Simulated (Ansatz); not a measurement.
Crystal: In.

```
In
1.0
    -1.62547    1.62547    2.47370
     1.62547   -1.62547    2.47370
     1.62547    1.62547   -2.47370
In
1
Direct
  0.00000 0.00000 0.00000
```

```yaml
Program: Ansatz 0.2.0
Task: single point
Functional: PBEsol
Potentials_or_basis: all-electron LAPW, scalar-relativistic
Cutoff: 179 eV (chosen from the basis error)
Basis_error_allowed: 0.001 eV/atom
k_mesh: 11 × 11 × 11
Occupations: fermi-dirac, width 0.05 eV
Spin: no spin polarisation
```

On this cell: pressure -0.9 GPa; band gap on the k mesh none (metal or under the smearing width).

The same run follows on a disturbed copy (cell strained at random at fixed volume):

```xyz
1
Lattice="-1.6430 1.5768 2.4321 1.6580 -1.6318 2.4781 1.6520 1.6408 -2.4682" Properties=species:S:1:pos:R:3 pbc="T T T"
In    0.0192   -0.0186   -0.0129
```

Problem. What changes?

Solution. The energy (extrapolated to zero smearing) moves by +1.5 meV/atom; pressure -0.9 GPa; band gap on the k mesh none (metal or under the smearing width).

Stress tensor (GPa, compression positive):
```
-1.15 -0.01 -0.01
-0.01 -0.16  0.24
-0.01  0.24 -1.39
```
